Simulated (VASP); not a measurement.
# As in VASP: further runs

Runs on As. Level: PBE+D3(BJ). Tasks: single point.

Program: VASP 6.6.1. These are calculated values, not measurements. Logs are shortened: lines on timing, memory, paths and dates and some standing lists are left out, and cuts for length are marked.

**1. The structure**

The cell holds a slab with vacuum, 4 atoms: a = 3.571 Å, b = 3.571 Å, c = 20.295 Å, α = 90.00°, β = 90.00°, γ = 120.00°.

The cell was built by a generator and needn't be a form met in nature.

**2. Single point, PBE+D3(BJ)**

INCAR reads:

```
SYSTEM = As
ALGO = Fast
DIPOL = 0.5 0.5 0.392
EDIFF = 1E-7
ENCUT = 520
GGA = PE
IDIPOL = 3
ISIF = 2
ISMEAR = 0
IVDW = 12
LASPH = .TRUE.
LCHARG = .FALSE.
LDIPOL = .TRUE.
LREAL = .FALSE.
LWAVE = .FALSE.
NBANDS = 18
NELM = 60
PREC = Accurate
SIGMA = 0.05
```

KPOINTS reads:

```
k-points
0
G
  9 9 1
  0 0 0
```

POSCAR reads:

```
As
1.0
    3.5713380906      0.0000000000      0.0000000000
   -1.7856690453      3.0928695120      0.0000000000
    0.0000000000      0.0000000000     20.2952802043
As
4
Direct
    0.3333333333      0.6666666667      0.2905917062
    0.6666666667      0.3333333333      0.2217264287
    1.0000000000      0.3333333333      0.5624598473
    0.6666666667      0.6666666667      0.4935945698
```

Potentials or basis: VASP PAW PBE potentials, release 64 (As).

Run with:

```sh
> cat potpaw_PBE.64/As/POTCAR > POTCAR
> mpirun -np 1 vasp_std > vasp.out
```

OUTCAR:

```text
SYSTEM = As
   EDIFF = 1E-7
   ENCUT = 520
   GGA = PE
   ISIF = 2
   ISMEAR = 0
   IVDW = 12
   LASPH = .TRUE.
   LREAL = .FALSE.
   NELM = 60
   PREC = Accurate
 IVDW          = 12

 ion  position               nearest neighbor table
   1  0.333  0.667  0.291-   2 2.49   2 2.49   2 2.49
   2  0.667  0.333  0.222-   1 2.49   1 2.49   1 2.49
   3  0.000  0.333  0.562-   4 2.49   4 2.49   4 2.49
   4  0.667  0.667  0.494-   3 2.49   3 2.49   3 2.49

  LATTYP: Found a hexagonal cell.
 ALAT       =     3.5713380906
 C/A-ratio  =     5.6828224294

  Lattice vectors:

 A1 = (   3.5713380906,   0.0000000000,   0.0000000000)
 A2 = (  -1.7856690453,   3.0928695120,   0.0000000000)
 A3 = (   0.0000000000,   0.0000000000,  20.2952802043)

Analysis of symmetry for initial positions (statically):
=====================================================================
 Subroutine PRICEL returns:
 Original cell was already a primitive cell.

 Routine SETGRP: Setting up the symmetry group for a
 hexagonal supercell.

 Subroutine GETGRP returns: Found  2 space group operations
 (whereof  1 operations were pure point group operations)
 out of a pool of 24 trial point group operations.

The static configuration has the point symmetry C_1 .
 The point group associated with its full space group is C_2 .

Analysis of symmetry for dynamics (positions and initial velocities):
=====================================================================
 Subroutine PRICEL returns:
 Original cell was already a primitive cell.

 Routine SETGRP: Setting up the symmetry group for a
 hexagonal supercell.

 Subroutine GETGRP returns: Found  2 space group operations
 (whereof  1 operations were pure point group operations)
 out of a pool of 24 trial point group operations.

The dynamic configuration has the point symmetry C_1 .
 The point group associated with its full space group is C_2 .

 Subroutine INISYM returns: Found  2 space group operations
 (whereof  1 operations are pure point group operations),
 and found     1 'primitive' translations

----------------------------------------------------------------------------------------

                                     Primitive cell

  volume of cell :     224.1752

  direct lattice vectors                    reciprocal lattice vectors
     3.571338091  0.000000000  0.000000000     0.280007094  0.161662171  0.000000000
    -1.785669045  3.092869512  0.000000000     0.000000000  0.323324342  0.000000000
     0.000000000  0.000000000 20.295280204     0.000000000  0.000000000  0.049272540

  length of vectors
     3.571338091  3.571338091 20.295280204     0.323324342  0.323324342  0.049272540

  position of ions in fractional coordinates (direct lattice)
     0.333333333  0.666666667  0.290591706
     0.666666667  0.333333333  0.221726429
     0.000000000  0.333333333  0.562459847
     0.666666667  0.666666667  0.493594570

  ion indices of the primitive-cell ions
   primitive index   ion index
                 1           1
                 2           2
                 3           3
                 4           4

----------------------------------------------------------------------------------------

 KPOINTS: k-points

Automatic generation of k-mesh.
 Grid dimensions read from file:
 generate k-points for:    9    9    1

 Generating k-lattice:

  Cartesian coordinates                     Fractional coordinates (reciprocal lattice)
     0.031111899  0.017962463  0.000000000     0.111111111  0.000000000  0.000000000
     0.000000000  0.035924927  0.000000000     0.000000000  0.111111111  0.000000000
     0.000000000  0.000000000  0.049272540     0.000000000  0.000000000  1.000000000

  Length of vectors
     0.035924927  0.035924927  0.049272540

  Shift w.r.t. Gamma in fractional coordinates (k-lattice)
     0.000000000  0.000000000  0.000000000

 Subroutine IBZKPT returns following result:
 ===========================================

 Found     25 irreducible k-points:

 Following reciprocal coordinates:
            Coordinates               Weight
  0.000000  0.000000  0.000000      1.000000
  0.111111  0.000000  0.000000      4.000000
  0.000000  0.111111  0.000000      2.000000
  0.222222  0.000000  0.000000      4.000000
  0.000000  0.222222  0.000000      2.000000
  0.333333  0.000000  0.000000      4.000000
[... 16 lines left out ...]
 -0.222222 -0.444444  0.000000      4.000000
  0.444444  0.333333  0.000000      4.000000
   k-points           NKPTS =     25   k-points in BZ     NKDIM =     25   number of bands    NBANDS=     18
   number of dos      NEDOS =    301   number of ions     NIONS =      4
   total plane-waves  NPLWV = 125440
   dimension x,y,z NGX =    28 NGY =   28 NGZ =  160
   dimension x,y,z NGXF=    56 NGYF=   56 NGZF=  320
   ions per type =               4
   NGX,Y,Z   is equivalent  to a cutoff of  13.03, 13.03, 13.11 a.u.
   NGXF,Y,Z  is equivalent  to a cutoff of  26.07, 26.07, 26.21 a.u.
 SYSTEM =  As
   PREC   = accura    normal or accurate (medium, high low for compatibility)
   ISTART =      0    job   : 0-new  1-cont  2-samecut
   ICHARG =      2    charge: 1-file 2-atom 10-const
   ISPIN  =      1    spin polarized calculation?
   LNONCOLLINEAR =      F non collinear calculations
   LSORBIT =      F    spin-orbit coupling
   LASPH  =      T    aspherical Exc in radial PAW
   ENCUT  =  520.0 eV  38.22 Ry    6.18 a.u.   6.64  6.64 37.74*2*pi/ulx,y,z
   NELM   =     60;   NELMIN=  2; NELMDL= -5     # of ELM steps
   EDIFF  = 0.1E-06   stopping-criterion for ELM
   LREAL  =      F    real-space projection
   EDIFFG = 0.1E-05   stopping-criterion for IOM
   NSW    =      0    number of steps for IOM
   IBRION =     -1    ionic relax: 0-MD 1-quasi-New 2-CG
   NFREE  =      0    steps in history (QN), initial steepest desc. (CG)
   ISIF   =      2    stress and relaxation
   ISYM   =      2    0-nonsym 1-usesym 2-fastsym
   POTIM  = 0.5000    time-step for ionic-motion
   TEBEG  =    0.0;   TEEND  =   0.0 temperature during run
   PSTRESS=    0.0 pullay stress
   NELECT =      20.0000    total number of electrons
   NUPDOWN=      -1.0000    fix difference up-down
   EMIN   =  10.00;   EMAX   =-10.00  energy-range for DOS
   EFERMI =   0.00;   METHOD = LEGACY
   ISMEAR =     0;   SIGMA  =   0.05  broadening in eV -4-tet -1-fermi 0-gaus
   EFERMI_NEDOS =   21; number of points for ismear=-14 and -15
   IALGO  =     68    algorithm
   IMIX   =      4    mixing-type and parameters
     AMIX     =   0.40;   BMIX     =  1.00
     AMIX_MAG =   1.60;   BMIX_MAG =  1.00
  volume/ion in A,a.u.               =      56.04       378.20
  Fermi-wavevector in a.u.,A,eV,Ry     =   0.731513  1.382360  7.280639  0.535112
  Thomas-Fermi vector in A             =   1.823749
   LORBIT       =      0    0 simple, 1 ext, 2 COOP (PROOUT), +10 PAW based schemes
   GGA     = PE    functional components
   LHFCALC =     F    Hartree Fock is set to
   AEXX    =    0.0000 exact exchange contribution
   IVDW    =    12    specifies the selected vdW correction
   LEPSILON=     F    determine dielectric tensor
   LRPA    =     F    only Hartree local field effects (RPA)
 non-spin polarized calculation
 RMM-DIIS sequential band-by-band and
 Gauss-broadening in eV      SIGMA  =   0.05
  energy-cutoff  :      520.00
  volume of cell :      224.18
 maximum number of plane-waves:      6099
   NGX = 13   NGY = 13   NGZ = 75

 dipolmoment           0.000000      0.000000      0.000062 electrons x Angstroem

 number of electron      20.0000002 magnetization

 dipolmoment           0.000000      0.000000     -0.000000 electrons x Angstroem

 Free energy of the ion-electron system (eV)
  ---------------------------------------------------
  ext. energy  EPLUGINS =         0.00000000
  ---------------------------------------------------
  free energy    TOTEN  =       -18.65283063 eV

  energy without entropy =      -18.65283063  energy(sigma->0) =      -18.65283063

 E-fermi :  -1.2726     XC(G=0):  -4.7688

 val. band max:       -1.5158478555   @ k =   0.0000   0.0000   0.0000
 cond. band min:      -0.1685492072   @ k =   0.0000   0.3333   0.0000
 fundamental gap:      1.3472986483
 Fermi energy:        -1.2726207671

 k-point     1 :       0.0000    0.0000    0.0000
  band No.  band energies     occupation
      1     -15.2104      2.00000
      2     -15.1918      2.00000
      3      -8.8967      2.00000
      4      -8.7135      2.00000
      5      -2.5898      2.00000
      6      -1.8157      2.00000
[... 10 lines left out ...]
     17       3.2492      0.00000
     18       3.5698      0.00000

 k-point     2 :       0.1111    0.0000    0.0000
  band No.  band energies     occupation
      1     -15.0425      2.00000
      2     -15.0239      2.00000
      3      -8.8608      2.00000
      4      -8.6919      2.00000
      5      -2.9565      2.00000
      6      -2.8796      2.00000
[... 10 lines left out ...]
     17       3.4805      0.00000
     18       3.7869      0.00000

 k-point     3 :       0.0000    0.1111    0.0000
  band No.  band energies     occupation
      1     -15.0425      2.00000
      2     -15.0239      2.00000
      3      -8.8616      2.00000
      4      -8.6911      2.00000
      5      -2.9590      2.00000
      6      -2.8735      2.00000
[... 10 lines left out ...]
     17       3.4802      0.00000
     18       3.7864      0.00000

 k-point     4 :       0.2222    0.0000    0.0000
  band No.  band energies     occupation
      1     -14.5477      2.00000
      2     -14.5295      2.00000
      3      -8.9102      2.00000
      4      -8.7943      2.00000
      5      -4.6309      2.00000
      6      -4.5158      2.00000
[... 375 lines left out ...]
      4     -10.7483      2.00000
      5      -5.6424      2.00000
      6      -5.6200      2.00000
[... 10 lines left out ...]
     17       5.7632      0.00000
     18       6.0047      0.00000

 k-point    23 :      -0.2222   -0.4444    0.0000
  band No.  band energies     occupation
      1     -12.4200      2.00000
      2     -12.4014      2.00000
      3     -10.7676      2.00000
      4     -10.7461      2.00000
      5      -5.6403      2.00000
      6      -5.6213      2.00000
[... 10 lines left out ...]
     17       5.6984      0.00000
     18       5.9939      0.00000

 k-point    24 :       0.4444    0.3333    0.0000
  band No.  band energies     occupation
      1     -12.4174      2.00000
      2     -12.4041      2.00000
      3     -10.7658      2.00000
      4     -10.7477      2.00000
      5      -5.6427      2.00000
      6      -5.6197      2.00000
[... 10 lines left out ...]
     17       5.7596      0.00000
     18       6.0484      0.00000

 [... further k-points ...]

------------------------ aborting loop because EDIFF is reached ----------------------------------------

 vacuum level on the upper side and lower side of the slab       (xc-potential included)        -0.090        -0.086

 Edisp (eV)   -0.98677

 E8    (eV) :    -0.4298

  FORCE on cell =-STRESS in cart. coord.  units (eV):
  Direction    XX          YY          ZZ          XY          YZ          ZX
  --------------------------------------------------------------------------------------
  -------------------------------------------------------------------------------------
  Total       0.11791     0.08187    -0.14351     0.00000     0.00000     0.05560
  in kB       0.84270     0.58515    -1.02564     0.00000     0.00000     0.39738
  external pressure =        0.13 kB  Pullay stress =        0.00 kB

 VOLUME and BASIS-vectors are now :
 -----------------------------------------------------------------------------
  energy-cutoff  :      520.00
  volume of cell :      224.18
      direct lattice vectors                 reciprocal lattice vectors
     3.571338091  0.000000000  0.000000000     0.280007094  0.161662171  0.000000000
    -1.785669045  3.092869512  0.000000000     0.000000000  0.323324342  0.000000000
     0.000000000  0.000000000 20.295280204     0.000000000  0.000000000  0.049272540

 POSITION                                       TOTAL-FORCE (eV/Angst)
 -----------------------------------------------------------------------------------
     -0.00000      2.06191      5.89764        -0.007149      0.000638      0.153343
      1.78567      1.03096      4.50000        -0.003675     -0.000638     -0.073016
     -0.59522      1.03096     11.41528         0.003675     -0.000638      0.073016
      1.19045      2.06191     10.01764         0.007149      0.000638     -0.153343
 -----------------------------------------------------------------------------------
    total drift:                               -0.000001     -0.000011     -0.000009

  FREE ENERGIE OF THE ION-ELECTRON SYSTEM (eV)
  ---------------------------------------------------
  free  energy   TOTEN  =       -19.6396046561 eV

  energy  without entropy=      -19.6396046561  energy(sigma->0) =      -19.63960466

 vacuum level on the upper side and lower side of the slab         3.690         3.694
```

It took 71 s on 1 thread of Intel Xeon 6975P-C (Granite Rapids), shared host; peak memory 0.37 GiB.

Results:

```
Free energy                : -19.6396 eV
Largest force              : 0.154 eV/Å
Band gap on the k mesh     : 1.35 eV, indirect (least direct gap 1.91 eV)
Dispersion energy per atom : -0.247 eV
```

Forces in eV/Å, atoms in the order of the input:
```
As  -0.007  0.001  0.153
As  -0.004 -0.001 -0.073
As   0.004 -0.001  0.073
As   0.007  0.001 -0.153
```

Levels at points of the mesh, in eV from the valence-band top:
| k point | band 6 | band 7 | band 8 | band 9 | band 10 | band 11 | band 12 | band 13 | band 14 | band 15 |
| --- | --- | --- | --- | --- | --- | --- | --- | --- | --- | --- |
| (0.00, 0.00, 0.00) | -0.30 | -0.01 | -0.01 | 0.00 | 0.00 | 1.91 | 2.25 | 3.50 | 3.50 | 3.52 |

**3. Single point, PBE+D3(BJ)**

INCAR reads:

```
  PREC = Accurate
  ENCUT = 520
  EDIFF = 1E-7
  ISMEAR = 0
  SIGMA = 0.05
  LREAL = False
  LASPH = True
  NELM = 80
  ALGO = Normal
  ISIF = 2
  LWAVE = False
  LCHARG = False
  LDIPOL = True
  IDIPOL = 3
  DIPOL = 0.5 0.5 0.392
  GGA = PE
  IVDW = 12
  NBANDS = 18
```

KPOINTS reads:

```
Automatic mesh
0
Gamma
  9 9 1
```

POSCAR: that of step 2 with these lines changed.

```diff
@@ -10,3 +10,3 @@
     0.6666666667      0.3333333333      0.2217264287
-    1.0000000000      0.3333333333      0.5624598473
-    0.6666666667      0.6666666667      0.4935945698
+    0.6666666667      0.3333333333      0.5624598473
+    0.3333333333      0.6666666667      0.4935945698
```

Potentials or basis: VASP PAW PBE potentials, release 64 (As).

Run with:

```sh
> cat potpaw_PBE.64/As/POTCAR > POTCAR
> mpirun -np 1 vasp_std > vasp.out
```

It took 37 s on 1 thread of Intel Xeon 6975P-C (Granite Rapids), shared host; peak memory 0.33 GiB.

Results (log left out):

```
Free energy                : -19.6286 eV
Largest force              : 0.130 eV/Å
Band gap on the k mesh     : 1.34 eV, indirect (least direct gap 1.91 eV)
Dispersion energy per atom : -0.246 eV
```

Forces in eV/Å, atoms in the order of the input:
```
As   0.000  0.000  0.130
As   0.000  0.000 -0.083
As   0.000  0.000  0.083
As   0.000  0.000 -0.130
```

Levels at points of the mesh, in eV from the valence-band top:
```tsv
k point	band 6	band 7	band 8	band 9	band 10	band 11	band 12	band 13	band 14	band 15
(0.00, 0.00, 0.00)	-0.28	-0.02	-0.02	0.00	0.00	1.91	2.25	3.49	3.49	3.53
```

(Continued in part 2 of 2.)
